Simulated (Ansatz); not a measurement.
The system is Mg.

```
Mg
1.0
     3.20930    0.00000    0.00000
    -1.60465    2.77934    0.00000
     0.00000    0.00000    5.21030
Mg
2
Direct
  0.66667 0.33333 0.75000
  0.33333 0.66667 0.25000
```

| Item | Value |
| --- | --- |
| Program | Ansatz 0.2.0 |
| Task | relaxation of cell and atoms |
| Functional | PBEsol |
| Potentials or basis | Ansatz PAW |
| Cutoff | 420 eV (not typed: the program's choice for these potentials) |
| k mesh | 10 × 10 × 5 |
| Occupations | fermi-dirac, width 0.05 eV |
| Spin | no spin polarisation |

At the start: volume 23.24 Å³/atom.

How do energy, volume and symmetry change on relaxing?

It ends after 6 steps and the volume is 22.57 Å³/atom (-2.9 %); space group P6_3/mmc (No. 194, to 0.05 Å).

The path:
```
step  energy change (eV)  largest force (eV/Å)  volume (Å³)
   1              0.0000                0.0000        46.47
   2             -0.0071                0.0000        45.38
   3             -0.0072                0.0000        44.70
   4             -0.0092                0.0000        45.15
   5             -0.0092                0.0000        45.15
   6             -0.0092                0.0000        45.15
```

Final structure:
```yaml
crystal:
  lattice:
    - [3.14810, 0.00000, 0.00000]
    - [-1.57405, 2.72633, 0.00000]
    - [0.00000, 0.00000, 5.26045]
  atoms:
    - { symbol: Mg, position: [0.66667, 0.33333, 0.75000] }
    - { symbol: Mg, position: [0.33333, 0.66667, 0.25000] }
```

Caveat: the plane-wave basis is chosen anew once the cell has moved, so the energies of steps on either side of that aren't comparable; the PAW data sets come from PBE, with cores solved anew for the run's functional, which leaves a small shift of forces and pressure.
